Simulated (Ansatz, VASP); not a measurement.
# Ta: VASP beside Ansatz

```
Ta
1.0
     2.91958    0.00000    0.00000
    -1.45979    2.52843    0.00000
     0.00000    0.00000    5.20049
Ta
2
Direct
  0.33333 0.66667 0.25000
  0.66667 0.33333 0.75000
```

This isn't the form of Ta at room conditions, which is bcc.

Alike in both runs: task single point; functional PBE; k mesh 11 × 11 × 5; occupations fermi-dirac, width 0.05 eV; no spin polarisation.

```csv
,VASP,Ansatz
version,VASP 6.6.1,Ansatz 0.2.0
potentials or method,"VASP PAW PBE potentials, release 64 (Ta_pv)",Ansatz PAW soft_1
plane-wave cutoff (eV),520,420
valence electrons in the cell,22,26
```

|  | VASP | Ansatz | Ansatz less VASP |
| --- | --- | --- | --- |
| gap on the k mesh at the Fermi level (eV) | none | none | - |
| pressure (GPa) | -4.5 | -4.5 | -0.03 |
| largest component of the traceless stress (GPa) | 0.86 | 0.86 | +0.004 |

A gap of «none» marks a metal or a gap that the smearing closes. The two sets of potentials don't hold the same shells in valence.

Spin-orbit coupling is left out, which matters for the levels of Ta.
